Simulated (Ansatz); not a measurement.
BeTe:

```xyz
2
Lattice="0.0000 2.7700 2.7700 2.7700 0.0000 2.7700 2.7700 2.7700 0.0000" Properties=species:S:1:pos:R:3 pbc="T T T"
Te    4.1550    4.1550    4.1550
Be    0.0000    0.0000    0.0000
```

```yaml
Program: Ansatz 0.2.0
Task: relaxation of cell and atoms
Functional: revPBE
Potentials_or_basis: all-electron LAPW, scalar-relativistic
Basis_error_allowed: 0.001 eV/atom
k_mesh: 8 × 8 × 8
Occupations: fermi-dirac, width 0.05 eV
Spin: no spin polarisation
```

At the start: volume 21.25 Å³/atom.

Where does the relaxation end?

Over 5 steps the energy falls by 31.7 meV/atom and the volume is 23.21 Å³/atom (+9.2 %); space group F-43m (No. 216, to 0.05 Å).

The path:
```csv
step,energy change (eV),largest force (eV/Å),volume (Å³)
1,0.0000,0.0000,42.51
2,-0.0592,0.0000,47.53
3,-0.0634,0.0000,46.56
4,-0.0635,0.0000,46.41
5,-0.0635,0.0000,46.41
```

Final structure:
```xyz
2
Lattice="0.0000 2.8524 2.8524 2.8524 0.0000 2.8524 2.8524 2.8524 0.0000" Properties=species:S:1:pos:R:3 pbc="T T T"
Te    4.2785    4.2785    4.2785
Be    0.0000    0.0000    0.0000
```
